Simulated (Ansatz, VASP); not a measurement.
# LuH2 in VASP and in Ansatz

```
Lu H
1.0
     0.00000    2.38100    2.38100
     2.38100    0.00000    2.38100
     2.38100    2.38100    0.00000
Lu H
1 2
Direct
  0.00000 0.00000 0.00000
  0.25000 0.25000 0.25000
  0.75000 0.75000 0.75000
```

Alike in both runs: functional PBEsol; k mesh 14 × 14 × 14; occupations fermi-dirac, width 0.1 eV; no spin polarisation.

Ansatz relaxed the structure, and its values are those at the end. VASP's run is a single point on that final structure, the one shown.

|  | VASP | Ansatz |
| --- | --- | --- |
| version | VASP 6.6.1 | Ansatz 0.2.0 |
| potentials or method | VASP PAW PBE potentials, release 64 (Lu, H) | PAW with Ansatz's default frozen-core files, scalar-relativistic |
| plane-wave cutoff (eV) | 520 | 420 |
| valence electrons in the cell | 27 | 27 |

|  | VASP | Ansatz | Ansatz less VASP |
| --- | --- | --- | --- |
| pressure (GPa) | 15.5 | 15.0 | -0.50 |

The functional is the same, so the differences come from potentials, cutoffs and numerics.

Caveats: so large a pressure means that the cell lies far from this level's equilibrium, or that cutoff or potentials fall short (VASP); the potentials were made for another functional, which shifts forces and pressure (VASP). Spin-orbit coupling is left out, which matters for the levels of Lu.
